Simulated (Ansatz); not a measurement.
An input for Ansatz 0.2.0 (InSe (layers cut from the bulk crystal)):

```yaml
crystal:
  lattice:
    - [4.0283608186, 0.0, 0.0]
    - [-2.0141804093, 3.4886628045, 0.0]
    - [0.0, 0.0, 34.0]
  atoms:
    - { symbol: Se, position: [0.3333333333, 0.6666666667, 0.4208345916] }
    - { symbol: In, position: [0.6666666667, 0.3333333333, 0.4589064024] }
    - { symbol: In, position: [0.6666666667, 0.3333333333, 0.5410935976] }
    - { symbol: Se, position: [0.3333333333, 0.6666666667, 0.5791654084] }
  periodic: [true, true, false]
kpoints:
  mp_grid: { grid: [6, 6, 1] }
hamiltonian:
  xc: pbe
scf:
  occupations: { method: fixed }
  convergence: { dr2_threshold: 1.0e-10 }
gw:
  n_empty_bands: 635
  ecut_chi: 70.0
  qp_bands: [v2, c2]
  qp_kpoints: band_edges
  screening: { model: contour_deformation }
```

```sh
ansatz run input.yaml --threads 3 --pin off --max-ram 92160MiB --backend cuda --events-out ev --progress --plain --runs-dir out --devices 1 --max-vram 13GiB
```

Q: How long will it take on 1 × NVIDIA H100 80GB HBM3 (shared by 6 runs) with 3 threads of AMD EPYC 7R13 (Zen 3), shared host, and how much memory?

It took 65 s; on shared hardware allow 33 s to 2.2 min. Peak host memory was 2.5 GiB. The sizes that set the cost: 9353 plane waves a state, 7 irreducible k points, 664 bands summed, 641 plane waves in the screening and 9 SCF cycles.

The screening grows as filled bands × empty bands × pairs of k points, times the square of the screening basis for the matrix.

[Paths, hosts, dates, memory and timing lines, banners, echoed tables and standing remarks are left out of the program output.]

[Logs are printed without paths, hosts, clocks, repeated set-up lines and the standing remarks that a program may print on its own settings, such as how far it seeks lower states.]

[Runs of the session that timed out or met a known fault of the program may be left out.]

[Cells called generated may have been cut or substituted from an entry of the Crystallography Open Database or the Materials Project.]

[Hosts, paths, dates, database ids (printed as entryN), source tags and the programs' standing remarks are cut or masked in the printed files.]
